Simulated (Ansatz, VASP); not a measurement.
## SiNi3: VASP beside Ansatz

The input INCAR:

```
  ALGO = Normal
  EDIFF = 1E-6
  ENCUT = 520
  GGA = PE
  ISIF = 2
  ISMEAR = 0
  LASPH = T
  LCHARG = F
  LREAL = F
  LWAVE = F
  NBANDS = 25
  NELM = 60
  PREC = Accurate
  SIGMA = 0.1
```

The input KPOINTS:

```
k-points
0
Gamma
  12 12 12
```

File POSCAR:

```
SiNi3
1.0
    3.6194502635      0.0000000000      0.0000000000
    0.0000000000      3.6194502635      0.0000000000
    0.0000000000      0.0000000000      3.6194502635
Si Ni
1 3
Direct
    0.0000000000      0.0000000000      0.0000000000
    0.0000000000      0.5000000000      0.5000000000
    0.5000000000      0.0000000000      0.5000000000
    0.5000000000      0.5000000000      0.0000000000
```

Input for Ansatz:

```yaml
crystal:
  lattice:
    - [3.6194502626, 0.0, 0.0]
    - [0.0, 3.6194502626, 0.0]
    - [0.0, 0.0, 3.6194502626]
  atoms:
    - { symbol: Si, position: [0.0, 0.0, 0.0] }
    - { symbol: Ni, position: [0.0, 0.5, 0.5] }
    - { symbol: Ni, position: [0.5, 0.0, 0.5] }
    - { symbol: Ni, position: [0.5, 0.5, 0.0] }
basis:
  ecutwfc: 420
kpoints:
  mp_grid: { grid: [12, 12, 12] }
hamiltonian:
  xc: pbe
scf:
  occupations: { method: gaussian, width: 0.1 }
output:
  forces: true
  stress: true
  eigenvalues: true
```

Alike in both runs: task single point; functional PBE; k mesh 12 × 12 × 12; occupations gaussian, width 0.1 eV; no spin polarisation.

```csv
,VASP,Ansatz
version,VASP 6.6.1,Ansatz 0.2.0
potentials or method,"VASP PAW PBE potentials, release 64 (Si, Ni)","scalar-relativistic, plane waves, PAW"
plane-wave cutoff (eV),520,420
valence electrons in the cell,34,58
```

```csv
,VASP,Ansatz,Ansatz less VASP
gap on the k mesh at the Fermi level (eV),none,none,-
pressure (GPa),-16.0,-16.2,-0.17
```

A gap of «none» marks a metal or a gap that the smearing closes. The two sets of potentials don't hold the same shells in valence.

Caveats: so large a pressure means that the cell lies far from this level's equilibrium, or that cutoff or potentials fall short (VASP). Spin polarisation is off, so any magnetic state and its effect on volume and gap are missing.
